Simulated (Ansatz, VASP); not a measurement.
# Two plane-wave programs on CdF2

File INCAR:

```
ALGO = Normal
EDIFF = 1E-6
ENCUT = 520
ISIF = 2
ISMEAR = 0
LASPH = T
LCHARG = T
LELF = T
LREAL = F
LVHAR = T
LWAVE = F
NBANDS = 20
NELM = 60
PREC = Accurate
SIGMA = 0.01
```

File KPOINTS:

```
k-points
0
Gamma
  8 8 8
```

File POSCAR:

```
CdF2
1.0
    0.0000000000      2.6731000000      2.6731000000
    2.6731000000      0.0000000000      2.6731000000
    2.6731000000      2.6731000000      0.0000000000
Cd F
1 2
Direct
    0.0000000000      0.0000000000      0.0000000000
    0.2500000000      0.2500000000      0.2500000000
    0.7500000000      0.7500000000      0.7500000000
```

Input for Ansatz:

```yaml
crystal:
  lattice:
    - [0.0, 2.6731, 2.6731]
    - [2.6731, 0.0, 2.6731]
    - [2.6731, 2.6731, 0.0]
  atoms:
    - { symbol: Cd, position: [0.0, 0.0, 0.0] }
    - { symbol: F, position: [0.25, 0.25, 0.25] }
    - { symbol: F, position: [0.75, 0.75, 0.75] }
basis:
  ecutwfc: 420
kpoints:
  mp_grid: { grid: [8, 8, 8] }
hamiltonian:
  xc: lda
scf:
  occupations: { method: gaussian, width: 0.01 }
  n_extra_bands: 12
output:
  eigenvalues: true
  optics: { e_range: [0, 14], sigma: 0.1, nscf_kmesh: { grid: [12, 12, 12] } }
```

Alike in both runs: task single point; functional LDA; k mesh 8 × 8 × 8; occupations gaussian, width 0.01 eV; no spin polarisation.

|  | VASP | Ansatz |
| --- | --- | --- |
| version | VASP 6.6.1 | Ansatz 0.2.0 |
| potentials or method | VASP PAW LDA potentials, release 64 (Cd, F) | scalar-relativistic, plane waves, PAW |
| plane-wave cutoff (eV) | 520 | 420 |
| valence electrons in the cell | 26 | 34 |

```csv
,VASP,Ansatz,Ansatz less VASP
gap on the k mesh at the Fermi level (eV),2.88,2.89,+0.016
least direct gap on the mesh (eV),3.33,3.34,+0.010
```

The two sets of potentials don't hold the same shells in valence.

A k mesh can miss the band edges.
